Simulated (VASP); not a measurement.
## BP (F-43m) under a change of volume

Strain engineering needs slopes: what does a change of volume do to the lattice and the band edges of BP?

Calculated with VASP 6.6.1; LDA; plane waves and PAW (B, P), in the first sound run; inputs show where later runs differ.

Report form: the programs' logs are mostly left out.

### Step 1. Set-up

The structure is cubic, space group F-43m (No. 216). Conventional cell: a = 4.538 Å, b = 4.538 Å, c = 4.538 Å, α = 90.00°, β = 90.00°, γ = 90.00°. Nearest to B lie 4 P at 1.97 Å. P has 4 B at 1.97 Å nearest. Farther neighbours are not listed.

### Step 2. Relax the crystal, LDA

The series starts from the cell that this level prefers, so that zero strain is near zero stress.

This step took 2 runs in a row; the last is shown.

Level: LDA; plane waves and PAW (B, P).

Input file INCAR:

```
SYSTEM = BP
PREC = Accurate
ENCUT = 480
EDIFF = 1E-07
NELM = 120
ISMEAR = 0
SIGMA = 0.02
LREAL = .FALSE.
ALGO = Normal
GGA = CA
NBANDS = 10
LASPH = .TRUE.
LORBIT = 11
LWAVE = .FALSE.
LCHARG = .FALSE.
KPAR = 12
IBRION = 2
NSW = 40
ISIF = 3
EDIFFG = -0.005
POTIM = 0.4
```

Input file POSCAR:

```
BP
1.0
    0.0000000000      2.2448005768      2.2448005768
    2.2448005768      0.0000000000      2.2448005768
    2.2448005768      2.2448005768      0.0000000000
B P
1 1
Direct
    0.0000000000      0.0000000000      0.0000000000
    0.2500000000      0.2500000000      0.2500000000
```

Input file KPOINTS:

```
Automatic mesh
0
Gamma
11 11 11
0 0 0
```

PAW data sets: B and P (LDA family, release 64).

On the command line:

```sh
$ mpirun -np 12 vasp_std
```

It took 1.6 s on 12 MPI ranks of Intel Xeon 6975P-C (Granite Rapids), shared host; peak memory 1.4 GiB; 9 s of CPU time.

Numbers from this step:

* energy(sigma→0) of the program: -14.3991 eV
* stress, compression positive: xx, yy, zz 0.00, 0.00, 0.00 GPa
* volume: 22.624 Å³
* ionic steps: 1

### Step 3. Relax at fixed volume, LDA

One member in full: the volume is scaled by 1.03, and the cell is held.

Level: LDA; plane waves and PAW (B, P).

Edit INCAR of step 2 so:

```diff
@@ -15,7 +15,8 @@
 LCHARG = .FALSE.
-KPAR = 12
+KPAR = 3
 IBRION = 2
 NSW = 40
-ISIF = 3
-EDIFFG = -0.005
+ISIF = 2
+EDIFFG = -0.004
 POTIM = 0.4
+MAXMIX = 40
```

Input file POSCAR:

```
BP
1.0
    0.0000000000      2.2670277706      2.2670277706
    2.2670277706      0.0000000000      2.2670277706
    2.2670277706      2.2670277706      0.0000000000
B P
1 1
Direct
    0.0000000000      0.0000000000      0.0000000000
    0.2500000000      0.2500000000      0.2500000000
```

KPOINTS is that of step 2.

On the command line:

```sh
$ mpirun -np 3 vasp_std
```

It took 2.8 s on 3 MPI ranks; peak memory 0.33 GiB; 6.1 s of CPU time.

Numbers from this step:

* energy(sigma→0) of the program: -14.3887 eV
* stress, compression positive: xx, yy, zz -4.90, -4.90, -4.90 GPa
* ionic steps: 1

### Step 4. Band edges, TB-mBJ with spin-orbit coupling

Short lines in KPOINTS_OPT sample the zone centre, for masses, and the other valleys.

Level: TB-mBJ, spin-orbit coupling; plane waves and PAW (B, P).

TB-mBJ has no energy functional, so the total energy, stress and pressure in this output mean nothing.

Input file INCAR:

```
SYSTEM = BP
PREC = Accurate
ENCUT = 480
EDIFF = 1E-06
NELM = 150
ISMEAR = 0
SIGMA = 0.02
LREAL = .FALSE.
ALGO = Normal
METAGGA = MBJ
LASPH = .TRUE.
LNONCOLLINEAR = .TRUE.
MAGMOM = 0 0 0 0 0 0
NBANDS = 18
GGA_COMPAT = .FALSE.
LSORBIT = .TRUE.
LWAVE = .FALSE.
LCHARG = .FALSE.
KPAR = 3
```

POSCAR is that of step 3.

Input file KPOINTS:

```
Automatic mesh
0
Gamma
9 9 9
0 0 0
```

Input file KPOINTS_OPT:

```
Line mode
6
Line-mode
Reciprocal
  0.00000000   0.00000000   0.00000000
  0.01804043   0.01804043   0.00000000

  0.00000000   0.00000000   0.00000000
  0.00000000  -0.01804043  -0.01804043

  0.31000000   0.31000000   0.00000000
  0.50000000   0.50000000   0.00000000

  0.00000000   0.31000000   0.31000000
  0.00000000   0.50000000   0.50000000

  0.45000000   0.45000000   0.45000000
  0.50000000   0.50000000   0.50000000

  0.45000000   0.00000000   0.00000000
  0.50000000   0.00000000   0.00000000

  0.42500000   0.42500000   0.00000000
  0.42500000   0.44304043   0.01804043

  0.50000000   0.50000000   0.50000000
  0.48724349   0.51275651   0.50000000
```

On the command line:

```sh
$ mpirun -np 3 vasp_ncl
```

Elapsed: 40 s, on 3 MPI ranks; peak memory 0.71 GiB.

### Step 5. Band edges, r2SCAN with spin-orbit coupling

Level: r2SCAN, spin-orbit coupling; plane waves and PAW (B, P).

Edit INCAR of step 4 so:

```diff
@@ -4,3 +4,3 @@
 EDIFF = 1E-06
-NELM = 150
+NELM = 100
 ISMEAR = 0
@@ -9,3 +9,3 @@
 ALGO = Normal
-METAGGA = MBJ
+METAGGA = R2SCAN
 LASPH = .TRUE.
```

POSCAR is that of step 4.

KPOINTS is that of step 4.

KPOINTS_OPT is that of step 4.

On the command line:

```sh
$ mpirun -np 3 vasp_ncl
```

It took 61 s on 3 MPI ranks; peak memory 0.66 GiB.

This run gave:

| Property | Result |
| --- | --- |
| energy(sigma→0) of the program | -58.9237 eV |
| stress, compression positive | xx, yy, zz -1.24, -1.24, -1.24 GPa |

The run ends at a pressure of -1.24 GPa.

### Step 6. All members

Runs beyond LDA use the data sets made with LDA; this shifts their levels slightly, and their total energies have another zero (at TB-mBJ, which has no energy functional, they mean nothing).

The other members went through these steps as far as the tables show, with the same cutoff and, step by step, the same mesh; 25 runs are not shown. The session took 0.77 core hours (wall time by ranks) on a shared machine.

| volume over the relaxed volume | volume (Å³/atom) | pressure (GPa) | energy above the unstrained row (meV/atom) | gap on the mesh, LDA (eV) |
| --- | --- | --- | --- | --- |
| 0.940 | 10.633 | 12.185 | 24.834 | 1.079 |
| 0.955 | 10.803 | 8.806 | 13.675 | 1.105 |
| 0.970 | 10.973 | 5.661 | 5.978 | 1.129 |
| 0.985 | 11.142 | 2.732 | 1.489 | 1.153 |
| 1 | 11.312 | 0.005 | 0.000 | 1.176 |
| 1.015 | 11.482 | -2.535 | 1.290 | 1.198 |
| 1.030 | 11.651 | -4.899 | 5.190 | 1.220 |
| 1.045 | 11.821 | -7.102 | 11.494 | 1.241 |
| 1.060 | 11.991 | -9.151 | 20.051 | 1.261 |

A cubic of the pressure in ln(V/V₀) through all rows has the slope −B at V₀: B = 175 GPa, and its curvature gives B′ = 3.8.

Band edges at TB-mBJ with spin-orbit coupling, counted from the valence-band top at Γ, spin-orbit pairs averaged, with one row partly withheld:

| volume over the relaxed volume | gap (eV) | conduction band at Γ (eV) | Δ or X valley along z (eV) | lowest conduction level at L, [111] (eV) | second valence level below the top (eV) | third valence level below the top (eV) |
| --- | --- | --- | --- | --- | --- | --- |
| 0.940 | 1.915 | 4.389 | 1.915 | 5.104 | 0.000 | 0.041 |
| 0.955 | 1.942 | 4.359 | 1.942 | 5.008 | 0.000 | 0.041 |
| 0.970 | 1.967 | 4.332 | 1.967 | 4.913 | 0.000 | 0.041 |
| 0.985 | 1.992 | 4.305 | 1.992 | 4.822 | 0.000 | 0.041 |
| 1 | ? | 4.280 | ? | 4.733 | 0.000 | 0.042 |
| 1.015 | 2.039 | 4.256 | 2.038 | 4.646 | 0.000 | 0.042 |
| 1.030 | 2.062 | 4.233 | 2.059 | 4.561 | 0.000 | 0.042 |
| 1.045 | 2.084 | 4.212 | 2.080 | 4.477 | 0.000 | 0.042 |
| 1.060 | 2.105 | 4.191 | 2.100 | 4.396 | 0.000 | 0.042 |

Band edges at r2SCAN with spin-orbit coupling, counted from the valence-band top at Γ, spin-orbit pairs averaged:

| volume over the relaxed volume | gap (eV) | conduction band at Γ (eV) | Δ or X valley along z (eV) | lowest conduction level at L, [111] (eV) | second valence level below the top (eV) | third valence level below the top (eV) |
| --- | --- | --- | --- | --- | --- | --- |
| 0.940 | 1.284 | 3.765 | 1.283 | 4.718 | 0.000 | 0.039 |
| 0.955 | 1.309 | 3.734 | 1.309 | 4.613 | 0.000 | 0.040 |
| 0.970 | 1.333 | 3.705 | 1.333 | 4.511 | 0.000 | 0.040 |
| 0.985 | 1.357 | 3.678 | 1.357 | 4.411 | 0.000 | 0.040 |
| 1 | 1.380 | 3.652 | 1.380 | 4.313 | 0.000 | 0.041 |
| 1.015 | 1.402 | 3.628 | 1.401 | 4.218 | 0.000 | 0.041 |
| 1.030 | 1.424 | 3.605 | 1.423 | 4.126 | 0.000 | 0.041 |
| 1.045 | 1.445 | 3.584 | 1.443 | 4.035 | 0.000 | 0.042 |
| 1.060 | 1.465 | 3.563 | 1.462 | 3.947 | 0.000 | 0.042 |

### Step 7. Fit and prediction

The quantity to fit is the Δ or X valley above the valence top at TB-mBJ with spin-orbit coupling: 1.915, 1.942, 1.967, 1.992, 2.038, 2.059, 2.080, 2.100 eV in the rows shown.

A least-squares parabola through the 8 rows shown, with u the logarithm of the volume ratio: E = − 1.358 u² + 1.538 u + 2.015 (eV), r.m.s. residual 1.1e-4 eV.

At u = 0 this predicts 2.0153 eV.

### Step 8. Checking the prediction

The calculation gives 2.0154 eV, so the prediction is 0.0001 eV too low.

### Step 9. What came out

```json
{"bulk modulus": "175 GPa", "gap of the unstrained cell, r2SCAN with spin-orbit coupling": "1.38 eV", "dE/d ln V of the Δ or X valley above the valence top, TB-mBJ with spin-orbit coupling": "1.54 eV", "error of the predicted row": "-0.1 meV"}
```

In words: At TB-mBJ with spin-orbit coupling the lowest conduction valley is Δ or X throughout, and the gap runs between 1.92 and 2.11 eV. At r2SCAN with spin-orbit coupling the lowest conduction valley is Δ or X throughout, and the gap runs between 1.28 and 1.47 eV. Hole masses are left out throughout, since the top bands are degenerate or cross in many series; of conduction masses, those of the Γ, L and (for Si and Ge under (001) strain) Δ valleys are kept where they change by under an eighth between rows. TB-mBJ is a potential fitted for gaps; it has no energy functional, so its total energies and forces mean nothing, and its bands tend to come out too narrow. r2SCAN opens gaps somewhat over GGA but leaves them below measured values as a rule. Δ or X levels are the lowest on their line, refined by a parabola unless they lie at X; the gap is read from all points sampled and can differ from the lowest valley by some meV, or by tens of meV where strain moves the valence top off Γ. Temperature, zero-point motion and excitons are left out.

[Lines on the potential files, build, host, timing and source positions are cut from VASP's logs without a mark.]

[Logs are printed without paths, hosts, clocks, repeated set-up lines and the standing remarks that a program may print on its own settings, such as how far it seeks lower states.]

[Hosts, paths, dates, database ids (printed as entryN), source tags and the programs' standing remarks are cut or masked in the printed files.]

[In band tables of VASP the shares of atoms and orbitals are scaled to a sum of 1 inside the atoms' spheres.]
